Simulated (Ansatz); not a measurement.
# CsSnBr3: band structure with PBEsol

**What was measured.**

From “Influence of hidden halogen mobility on local structure of CsSn(Cl1−xBrx)3 mixed-halide perovskites by solid-state NMR”, 2020, pmc:8179406, for a powder of CsSnBr3 at 300 K: band gap 1.79 eV (optical).

Crystal: CsSnBr3.

```
CELL_PARAMETERS angstrom
5.83901 0.00000 0.00000
0.00000 5.83901 0.00000
0.00000 0.00000 5.83901
ATOMIC_POSITIONS crystal
Cs 0.00000 0.00000 0.00000
Sn 0.50000 0.50000 0.50000
Br 0.00000 0.50000 0.50000
Br 0.50000 0.50000 0.00000
Br 0.50000 0.00000 0.50000
```

The cell is a database's computed one.

| Property | Result |
| --- | --- |
| Program | Ansatz 0.2.0 |
| Task | band structure |
| Functional | PBEsol |
| Potentials or basis | Ansatz PAW |
| Cutoff | 420 eV (not typed: the program's choice for these potentials) |
| k mesh | 5 × 5 × 5 |
| Occupations | fermi-dirac, width 0.05 eV |
| Spin | no spin polarisation |
| Path | [["G", "X", "M", "G", "R", "X"], ["M", "R"]] |
| Points for each segment of the path | 14 |

The pressure is -0.9 GPa. The band gap along the path is 0.43 eV, direct.

Levels at the corners of the path, in eV from the valence-band top:
| point | band 19 | band 20 | band 21 | band 22 | band 23 | band 24 | band 25 | band 26 |
| --- | --- | --- | --- | --- | --- | --- | --- | --- |
| Γ | -2.99 | -2.86 | -2.86 | -2.86 | 2.13 | 3.23 | 3.23 | 3.86 |
| X | -3.13 | -2.98 | -2.98 | -1.99 | 1.44 | 3.60 | 4.20 | 4.29 |
| M | -3.25 | -3.25 | -2.50 | -0.97 | 0.97 | 0.97 | 3.87 | 4.34 |
| Γ | -2.99 | -2.86 | -2.86 | -2.86 | 2.13 | 3.23 | 3.23 | 3.86 |
| R | -2.49 | -2.49 | -2.49 | 0.00 | 0.43 | 0.43 | 0.43 | 3.64 |
| X | -3.13 | -2.98 | -2.98 | -1.99 | 1.44 | 3.60 | 4.20 | 4.29 |
| M | -3.25 | -3.25 | -2.50 | -0.97 | 0.97 | 0.97 | 3.87 | 4.34 |
| R | -2.49 | -2.49 | -2.49 | 0.00 | 0.43 | 0.43 | 0.43 | 3.64 |

Wall time 5.8 s on 2 threads of Intel(R) Xeon(R) Platinum 8488C (Sapphire Rapids), on a shared host, peak memory 0.64 GiB.

A measured gap of CsSnBr3 is 1.79 eV (optical; 300 K; powder; “Influence of hidden halogen mobility on local structure of CsSn(Cl1−xBrx)3 mixed-halide perovskites by solid-state NMR”, 2020, pmc:8179406); the calculated 0.43 eV misses it by -1.36 eV. So large a miss can be the level of theory's own, or it may mean another phase, state or a wrong row. Spin-orbit coupling on Br, Cs, Sn is left out. The value is that of PBEsol, without temperature or zero-point motion. Semilocal functionals fall short of measured gaps as a rule. The cell is a database's relaxed one, not the measured one, which moves gaps too.

Caveat: spin-orbit coupling is left out, which moves the levels of the heavy elements; the PAW data sets come from PBE, with cores solved anew for the run's functional, which leaves a small shift of forces and pressure.
